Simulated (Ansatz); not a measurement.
Runs of Ansatz 0.2.0 on PbS (Galena). Symmetry: Fm-3m, No. 225, cubic system. Conventional cell: a = 5.931 Å, b = 5.931 Å, c = 5.931 Å, α = 90.00°, β = 90.00°, γ = 90.00°. Around Pb (site symmetry m-3m) lie 6 S at 2.97 Å. S (site symmetry m-3m) has 6 Pb at 2.97 Å as nearest neighbours. 

```tsv
task	level	cell	smearing	gap on the mesh (eV)	pressure (GPa)	relaxed volume (Å³/atom)
single point	PBE	as given	gaussian 0.03 eV	0.36	2.2	-
relaxation of cell and atoms	PBEsol+D4	relaxed	fermi-dirac 0.05 eV	-	0.0	(c)
relaxation of cell and atoms	PBEsol+D3(BJ)	relaxed	fermi-dirac 0.05 eV	-	0.0	24.78
relaxation of cell and atoms	BLYP+D3(BJ)	relaxed	fermi-dirac 0.05 eV	(a)	0.0	(d)
relaxation of cell and atoms	revPBE+D3(BJ)	relaxed	fermi-dirac 0.05 eV	0.40	0.0	25.90
single point	PBE	as given	gaussian 0.029 eV	0.36	2.2	-
relaxation of cell and atoms	BLYP+D4	relaxed	fermi-dirac 0.05 eV	0.77	0.0	28.76
relaxation of cell and atoms	RPBE+D3(BJ)	relaxed	fermi-dirac 0.05 eV	-	0.0	21.74
relaxation of cell and atoms	RPBE+D4	relaxed	fermi-dirac 0.05 eV	(b)	0.0	26.23
relaxation of cell and atoms	revPBE+D4	relaxed	fermi-dirac 0.05 eV	0.44	0.0	26.19
```

Alike in all rows: potentials or basis Ansatz PAW; no spin polarisation; k mesh 8 × 8 × 8; cutoff (eV) 420.

Q: Estimate the missing entries.

A: (a) 0.55; (b) 0.47; (c) 25.15; (d) 26.55.

Caveats: the plane-wave basis is chosen anew once the cell has moved, so the energies of steps on either side of that aren't comparable (some runs); the PAW data sets come from PBE, with cores solved anew for the run's functional, which leaves a small shift of forces and pressure (some runs); spin-orbit coupling is left out, which as a rule narrows the gap of such compounds by several tenths of an eV (some runs); the volume moved by +10 % from the deposited cell, more than functionals usually miss (some runs); the volume moved by over 15 % at a fixed basis, so the end points are rough (some runs); the volume moved by -17 % from the deposited cell, more than functionals usually miss (some runs).

A k mesh can miss the band edges, and the runs leave out spin-orbit coupling on Pb.
